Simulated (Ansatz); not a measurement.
# BaTiO3 (P1) in Ansatz: band structure with r2SCAN+U

Aim: the band structure of BaTiO3 with r2SCAN+U.

Program: Ansatz 0.2.0. These are calculated values, not measurements. Logs are shortened: lines on timing, memory, paths and dates and some standing lists are left out, and cuts for length are marked.

## (1) The crystal as given

The typed cell holds 10 atoms: a = 3.964 Å, b = 5.669 Å, c = 5.729 Å, α = 93.55°, β = 92.29°, γ = 91.36°.

## (2) Band structure, r2SCAN+U

The input, input.yaml:

```yaml
crystal:
  lattice:
    - [-0.09159188, 0.02278148, -3.96239693]
    - [3.88088382, 4.13177996, 0.06849871]
    - [3.92317125, -4.17406739, 0.11385529]
  atoms:
    - { symbol: Ba, position: [0.9974869, 0.00014772, 0.00042717] }
    - { symbol: Ba, position: [0.99982027, 0.4987526, 0.50108677] }
    - { symbol: Ti, position: [0.5007474, 0.49905912, 0.99785408] }
    - { symbol: Ti, position: [0.50365646, 0.99876813, 0.49738197] }
    - { symbol: O, position: [0.99895966, 0.49877997, 0.99824097] }
    - { symbol: O, position: [0.00194463, 0.99975533, 0.50211677] }
    - { symbol: O, position: [0.49413247, 0.25152792, 0.25251016] }
    - { symbol: O, position: [0.49937016, 0.75231443, 0.7482599] }
    - { symbol: O, position: [0.50325957, 0.25086477, 0.74968771] }
    - { symbol: O, position: [0.50062248, 0.75003001, 0.25243449] }
hamiltonian:
  xc: r2scan
  pseudopotentials: { kind: paw }
  hubbard: { sites: [{ species: Ti, l: d, u_eff: 5.0 }] }
kpoints:
  mp_grid: { grid: [7, 5, 5] }
  band_path:
    path:
      - [[0.5, 0.0, 0.0], [0.0, 0.0, 0.0], [0.0, -0.5, 0.0]]
      - [[0.5, -0.5, 0.0], [0.0, 0.0, 0.0], [0.0, 0.5, -0.5]]
      - [[0.5, 0.5, -0.5], [0.0, 0.0, 0.0], [0.0, 0.0, -0.5]]
      - [[0.5, 0.0, -0.5], [0.0, 0.0, 0.0]]
    npoints: 10
scf:
  occupations: { method: fermi_dirac, width: 0.05 }
  n_extra_bands: 25
output:
  forces: true
  stress: true
  eigenvalues: true
  fatbands: false
  write_density: true
  write_potential: true
  elf: true
  volumetric_format: npy
```

Potentials or basis: Ansatz PAW.

Command:

```
> ansatz run input.yaml --threads 4 --pin off --max-ram 11264MiB --backend cpu --events-out ev --progress --plain --runs-dir out
```

The log of the run:

```text
Warning: RAYON_NUM_THREADS=4 ignored (pool sized by the plan → 4); use --threads N
Ba: projections on atomic orbitals take those of the free atom [Kr 4d10] 5s2 5p6 6s2, of charge +0.00 (hamiltonian.pseudopotentials.projection_atoms); the dataset's partial waves leave at most 9.7e-6 of an orbital's norm unspanned inside its sphere
Ti: projections on atomic orbitals take those of the free atom [Ne] 3s2 3p6 3d2 4s2, of charge +0.00 (hamiltonian.pseudopotentials.projection_atoms); the dataset's partial waves leave at most 4.1e-7 of an orbital's norm unspanned inside its sphere
O: projections on atomic orbitals take those of the free atom [He] 2s2 2p4, of charge +0.00 (hamiltonian.pseudopotentials.projection_atoms); the dataset's partial waves leave at most 1.9e-8 of an orbital's norm unspanned inside its sphere
scf.n_extra_bands = 25 over 40 filled bands (N_el = 80.0): the run solves 65 bands
Engine: ansatz 0.2.0, aarch64-unknown-linux-gnu
Pseudopotentials: kind: paw
Pseudopotential: Ba, paw, valence charge 10, recommended cutoff 500 eV (meta_gga), Ba.paw.azcp
Pseudopotential: Ti, paw, valence charge 12, recommended cutoff 500 eV (meta_gga), Ti.paw.azcp
Pseudopotential: O, paw, valence charge 6, recommended cutoff 500 eV (meta_gga), O.paw.azcp
Functional definition: r2SCAN
  parameter k0 = 0.174
  parameter k1 = 0.065
  parameter a1 = 4.9479
  exchange = r2scan_x(k0 = k0, k1 = k1, a1 = a1)
  correlation = r2scan_c
Crystal: 10 atoms, lattice volume = 128.343 Å³
Basis set: ecut = 500 eV, 3269 PW (Γ), exchange–correlation on 120×180×180 points (64 copies of the dense FFT grid, shifted against one another)
Bands: 65, of which v1, the nominal top of the filled ones, is band 40 counted from 1 (39 counted from 0)
Symmetry: 1 space group operations
Space group: P1 (ITA 1), of the structure as read, at distance tolerance 5.0e-5 Å
k-points: 88 of 175 (time reversal used)
Non-local potential: Ba, projectors of the file, l = 0: 3, l = 1: 2, l = 2: 2, l = 3: 2
Non-local potential: Ti, projectors of the file, l = 0: 3, l = 1: 2, l = 2: 3, l = 3: 1
Non-local potential: O, projectors of the file, l = 0: 2, l = 1: 2, l = 2: 1
PAW form: soft (Blöchl's): semilocal exchange-correlation on the pseudo side does not see the compensation charge
PAW frozen core: Ba, regenerated for the run's functional (the file was generated under x = pbe(κ = 0.804, μ = 0.2195149727645171), c = pbe(β = 0.06672455060314922))
PAW frozen core: Ti, regenerated for the run's functional (the file was generated under x = pbe(κ = 0.804, μ = 0.2195149727645171), c = pbe(β = 0.06672455060314922))
[... 36 lines left out ...]
  E_vhub       = 5.638130  (the Hubbard potential's part of the band-sum identity)
  E_paw        = -13567.853139  (= ΣΔE_a)
  E_vpaw       = -638.095415  (= ΣTr[D̂ρ^β])
  E_aug_tail   = 0.006297  (compensation charges beyond the density's cutoff)
  E_vtau       = 73.412145  (kinetic-family band-sum trace: ∫τ·v_τ [+ j·A + Jᵃ·Aᵃ] dr)
  E_ewald      = -5635.976436
  E_core_change = -0.557728  (= ΣΔE_core)
  E_smearing   = -0.000000  (= −TS)
  E_closure    = -0.000000  (closes the sum)
  Σ components = -20358.959281   (vs F -20358.959281, Δ=0.00e0)
--- Forces (eV/Å), atoms counted from 1 ---
  atom   1  Ba    -0.05702903     0.04001524    -0.08088922
  atom   2  Ba    -0.00621404     0.07960574    -0.02785972
  atom   3  Ti     0.00270550    -0.01386235     0.02491847
  atom   4  Ti     0.15125776    -0.11350793     0.09019292
  atom   5  O      0.10867049     0.01340211    -0.02751784
  atom   6  O     -0.03781721     0.09413038     0.12398959
  atom   7  O     -0.14195464     0.08479927    -0.16200637
  atom   8  O      0.03705757    -0.27984532    -0.01275230
  atom   9  O      0.18087689    -0.04015555     0.07619713
  atom  10  O     -0.23759549     0.13536982    -0.00428798
  max |Σ_I F_I| component: 4.86e-5 eV/Å
--- Stress (GPa, compression-positive) ---
        6.692143       1.323675      -6.303029
        1.323675      -5.580405       1.417954
       -6.303029       1.417954       3.160031
  P = ⅓ Tr σ = 1.4239 GPa (14.239 kbar)
--- Band table (eV; the first three rows and the last of 88) ---
  k-point 0: bands = ["-50.1320", "-50.0267", "-25.2531", "-25.2218", "-25.1914", "-25.1433", "-25.1176", "-25.0875", "-15.1697", "-14.9235", "-7.7771", "-7.3645", "-7.0575", "-7.0216", "-6.8867", "-6.7457", "-0.0838", "0.0192", "0.0309", "0.0527", "0.1940", "0.4955", "5.5102", "6.4468", "6.4650", "7.5574", "7.6448", "7.6873", "7.8297", "7.9568", "8.2626", "8.9317", "8.9933", "9.2045", "9.2445", "9.2728", "9.8919", "10.0107", "10.0656", "10.2245", "12.9377", "13.0154", "13.0962", "13.9477", "14.1905", "14.2649", "14.5934", "14.7518", "15.1280", "15.6264", "16.1807", "17.8910", "18.4236", "18.6565", "19.0199", "19.1923", "19.2944", "19.6079", "20.5943", "21.0650", "21.1375", "21.1539", "21.5291", "21.7321", "22.1632"]
  k-point 1: bands = ["-50.1321", "-50.0268", "-25.2506", "-25.2213", "-25.1904", "-25.1465", "-25.1181", "-25.0878", "-15.1463", "-14.9448", "-7.7707", "-7.4820", "-7.0490", "-7.0023", "-6.8441", "-6.7482", "-0.0432", "0.0404", "0.0753", "0.1270", "0.2339", "0.4522", "5.7020", "6.5590", "6.6688", "7.3625", "7.5889", "7.6034", "7.7055", "7.9733", "8.5303", "8.6919", "8.8982", "9.0002", "9.1486", "9.2219", "9.5248", "9.8500", "9.9761", "10.0277", "13.1144", "13.2042", "13.3113", "14.0924", "14.2224", "14.4643", "14.5997", "14.6166", "15.0751", "15.9814", "16.5284", "17.5573", "18.6148", "18.8243", "18.9781", "19.2833", "19.5162", "19.7549", "20.2409", "20.4089", "21.0236", "21.4034", "21.5753", "21.6692", "22.1590"]
  k-point 2: bands = ["-50.1322", "-50.0269", "-25.2464", "-25.2206", "-25.1880", "-25.1524", "-25.1190", "-25.0884", "-15.0890", "-14.9990", "-7.7421", "-7.6450", "-7.0392", "-6.9967", "-6.7888", "-6.7545", "-0.0125", "0.0523", "0.1974", "0.2767", "0.3261", "0.3458", "6.1778", "6.7830", "6.8616", "7.2704", "7.2822", "7.5455", "7.5925", "8.0950", "8.1980", "8.5601", "8.6800", "8.8580", "9.0260", "9.1008", "9.1853", "9.5636", "9.7370", "9.7983", "13.4431", "13.6350", "13.7866", "13.8280", "14.1184", "14.2677", "14.5912", "14.9119", "15.5602", "16.6862", "16.8655", "17.4481", "17.8521", "18.7777", "19.2790", "19.3863", "19.5679", "19.9794", "20.0750", "20.5326", "20.5787", "21.5089", "21.8224", "21.8937", "22.0687"]
  k-point 87: bands = ["-50.1312", "-50.0259", "-25.2636", "-25.2276", "-25.2099", "-25.1633", "-25.1275", "-25.1123", "-14.9972", "-14.8911", "-7.6695", "-7.1349", "-6.9336", "-6.8378", "-6.8163", "-6.7708", "-0.4229", "-0.2738", "-0.2075", "0.1017", "0.2085", "0.2665", "5.7120", "5.9265", "6.3806", "6.6252", "6.9465", "7.1042", "7.2368", "7.6894", "7.7280", "8.0198", "8.1707", "8.8487", "9.0479", "9.2086", "9.6711", "9.6860", "9.8050", "10.1099", "13.6731", "14.4310", "14.4601", "14.5324", "14.6392", "14.7898", "14.8085", "16.9653", "17.1782", "17.7004", "18.0228", "18.3433", "18.4160", "18.7584", "18.9483", "19.5768", "19.9335", "20.0464", "20.2800", "20.8966", "21.2182", "21.6382", "21.6676", "21.8884", "21.9670"]
Occupation matrices written to <dir>
```

bands.tsv:

```text
[... 96 lines left out ...]
```

Wall time 98 s (4 threads of Arm Neoverse V1, shared host); peak memory 1.7 GiB.

Results:

| Property | Result |
| --- | --- |
| Free energy | -20358.9593 eV |
| Pressure | 1.4 GPa |
| Largest force | 0.283 eV/Å |
| Band gap on the k mesh | 2.67 eV |
| Band gap along the path | 2.62 eV |

Forces in eV/Å, atoms in the order of the input:
```
Ba  -0.057  0.040 -0.081
Ba  -0.006  0.080 -0.028
Ti   0.003 -0.014  0.025
Ti   0.151 -0.114  0.090
O    0.109  0.013 -0.028
O   -0.038  0.094  0.124
O   -0.142  0.085 -0.162
O    0.037 -0.280 -0.013
O    0.181 -0.040  0.076
O   -0.238  0.135 -0.004
```

Stress tensor (GPa, compression positive):
```
 6.69  1.32 -6.30
 1.32 -5.58  1.42
-6.30  1.42  3.16
```

Levels at the corners of the path, in eV from the valence-band top:
| point | band 37 | band 38 | band 39 | band 40 | band 41 | band 42 | band 43 | band 44 |
| --- | --- | --- | --- | --- | --- | --- | --- | --- |
| X | -0.85 | -0.15 | -0.11 | 0.00 | 2.81 | 3.75 | 4.15 | 4.18 |
| Γ | -0.43 | -0.31 | -0.26 | -0.10 | 2.62 | 2.69 | 2.77 | 3.63 |
| Y | -0.98 | -0.94 | -0.66 | -0.65 | 3.25 | 3.37 | 3.51 | 3.62 |
| L | -0.72 | -0.66 | -0.60 | -0.55 | 3.82 | 3.94 | 4.25 | 4.29 |
| Γ | -0.43 | -0.31 | -0.26 | -0.10 | 2.62 | 2.69 | 2.77 | 3.63 |
| Z | -1.10 | -0.99 | -0.86 | -0.63 | 2.79 | 2.82 | 3.71 | 3.81 |
| N | -0.78 | -0.58 | -0.27 | -0.04 | 3.84 | 4.14 | 4.17 | 4.32 |
| Γ | -0.43 | -0.31 | -0.26 | -0.10 | 2.62 | 2.69 | 2.77 | 3.63 |
| M | -1.03 | -0.94 | -0.60 | -0.57 | 3.26 | 3.37 | 3.51 | 3.62 |
| R | -0.71 | -0.64 | -0.61 | -0.55 | 3.82 | 3.93 | 4.24 | 4.30 |
| Γ | -0.43 | -0.31 | -0.26 | -0.10 | 2.62 | 2.69 | 2.77 | 3.63 |

Eigenvalues of the final occupation matrices:
```csv
site,spin,trace,eigenvalues
site 1,1,1.03,0.15 0.15 0.16 0.27 0.29
site 2,1,1.03,0.15 0.15 0.16 0.27 0.29
```

Caveat: the k mesh misses the band edges, so the gap on the mesh is wider than the one along the path; spin-orbit coupling is left out, which moves the levels of the heavy elements; the PAW data sets come from PBE, with cores solved anew for the run's functional, which leaves a small shift of forces and pressure.
